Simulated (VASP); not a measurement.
Wanted: the native input for a VASP 6.6.1 run.

```
Task                   : single point
Functional             : revPBE
Potentials or basis    : VASP PAW PBE potentials, release 64 (Te)
Cutoff                 : 520 eV
k mesh                 : 11 × 11 × 11
Occupations            : fermi-dirac, width 0.1 eV
Spin                   : no spin polarisation
Dipole correction      : no
Further INCAR settings : ALGO = Normal; EDIFF = 1e-06; NBANDS = 9
```

The structure of Te lies in POSCAR:

```
Te
1.0
   -1.9368452376      1.9368452376      1.9368452376
    1.9368452376     -1.9368452376      1.9368452376
    1.9368452376      1.9368452376     -1.9368452376
Te
1
Direct
    0.0000000000      0.0000000000      0.0000000000
```

The cell was built by a generator and needn't be a form met in nature.

These files were run (other wordings do the same):

INCAR

```
ALGO     = Normal         # electronic algorithm
EDIFF    = 1E-6           # SCF threshold, eV
ENCUT    = 520            # plane-wave cutoff, eV
GGA      = RE             # functional
ISIF     = 2              # what is computed and relaxed
ISMEAR   = -1             # smearing method
LASPH    = T              # aspherical terms in the spheres
LCHARG   = F              # write CHGCAR
LREAL    = F              # projectors in reciprocal space
LWAVE    = F              # write WAVECAR
NBANDS   = 9              # bands
NELM     = 100            # most SCF steps
PREC     = Accurate       # precision mode
SIGMA    = 0.1            # smearing width, eV
```

KPOINTS

```
k-points
0
Gamma
  11 11 11
```

Potentials or basis: VASP PAW PBE potentials, release 64 (Te).

The run is started by

```bash
$ cat potpaw_PBE.64/Te/POTCAR > POTCAR
$ mpirun -np 1 vasp_std > vasp.out
```

It gave:

The pressure is -0.2 GPa and the band gap on the k mesh is none (metal or under the smearing width).

Caveat: the PAW data sets were made with another functional, which shifts forces and pressure a little.

Run time: 8.7 s on 1 thread of AMD EPYC 9R45 96-Core Processor (Zen 5), on a shared host, peak memory 0.13 GiB.
